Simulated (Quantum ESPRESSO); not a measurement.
**RbBr: dielectric tensor and Born charges under several settings**

```
Rb Br
1.0
     0.00000    3.42700    3.42700
     3.42700    0.00000    3.42700
     3.42700    3.42700    0.00000
Rb Br
1 1
Direct
  0.00000 0.00000 0.00000
  0.50000 0.50000 0.50000
```

All runs used Quantum ESPRESSO 7.5; k mesh 6 × 6 × 6, shifted; given cell; no spin polarisation; occupations smeared at first, fixed for the response.

| level | potentials | cutoff (eV) | pressure (GPa) | ε∞ (diagonal) | Born charge of atom 1 (e) |
| --- | --- | --- | --- | --- | --- |
| LDA | PseudoDojo 0.4.1 SR LDA standard | 599 | -1.3 | 2.62 | 1.15 |
| PBE | PseudoDojo 0.4.1 SR PBE standard | 626 | 1.0 | 2.55 | 1.16 |
| PBEsol | PseudoDojo 0.4.1 SR PBEsol standard | 626 | -0.1 | 2.58 | 1.16 |
| WC | PseudoDojo 0.4.1 SR PBE standard | 626 | 0.1 | 2.58 | 1.16 |
| BLYP | PseudoDojo 0.4.1 SR PBE standard | 626 | ? | ? | ? |
| AM05 | PseudoDojo 0.4.1 SR PBE standard | 626 | 0.7 | 2.54 | 1.17 |

Question: What stands in the row left open?

Answer: Pressure 1.9 GPa; ε∞ 2.54; Born charge of atom 1 1.15 e.

Caveats: the potentials were made for another functional, which shifts forces and pressure (some runs).

For the row left open. Caveat: the potentials were made for another functional, which shifts forces and pressure.
